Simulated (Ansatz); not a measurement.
Here is an Ansatz 0.2.0 calculation.

input.yaml

```yaml
crystal:
  lattice:
    - [-2.837898, 2.837898, 5.66021]
    - [2.837898, -2.837898, 5.66021]
    - [2.837898, 2.837898, -5.66021]
  atoms:
    - { symbol: Si, position: [0.875, 0.263618, 0.888618] }
    - { symbol: Si, position: [0.013618, 0.625, 0.888618] }
    - { symbol: Si, position: [0.736382, 0.125, 0.111382] }
    - { symbol: Si, position: [0.375, 0.986382, 0.111382] }
    - { symbol: O, position: [0.633727, 0.133727, 0.5] }
    - { symbol: O, position: [0.467877, 0.967877, 0.935754] }
    - { symbol: O, position: [0.032123, 0.532123, 0.064246] }
    - { symbol: O, position: [0.116273, 0.116273, 0.0] }
    - { symbol: O, position: [0.883727, 0.883727, 0.0] }
    - { symbol: O, position: [0.866273, 0.366273, 0.5] }
    - { symbol: O, position: [0.282123, 0.717877, 0.0] }
    - { symbol: O, position: [0.717877, 0.282123, 0.0] }
hamiltonian:
  xc: pbe
  pseudopotentials: { kind: paw }
kpoints:
  mp_grid: { grid: [7, 7, 7] }
scf:
  occupations: { method: fermi_dirac, width: 0.05 }
basis:
  ecutwfc: "800 eV"
output:
  forces: true
  stress: true
  eigenvalues: true
  write_density: true
  write_potential: true
  elf: true
  volumetric_format: npy
```

Potentials or basis: Ansatz PAW.

The run is started by

```sh
$ ansatz run input.yaml --threads 4 --pin off --max-ram 11264MiB --backend cpu --events-out ev --progress --plain --runs-dir out
```

Q: What does it give for the largest force?

A: 0.011 eV/Å.

Q: Predict the pressure.

A: -0.1 GPa.

Q: What does it give for the band gap on the k mesh?

A: 4.84 eV, direct.

Stress tensor (GPa, compression positive):
```
 0.05  0.00  0.00
 0.00  0.05  0.00
 0.00  0.00 -0.27
```

Caveat: odd divisions of the mesh miss points on the zone boundary, where band edges often lie, so the gap on the mesh can be too wide. A k mesh can miss the band edges.
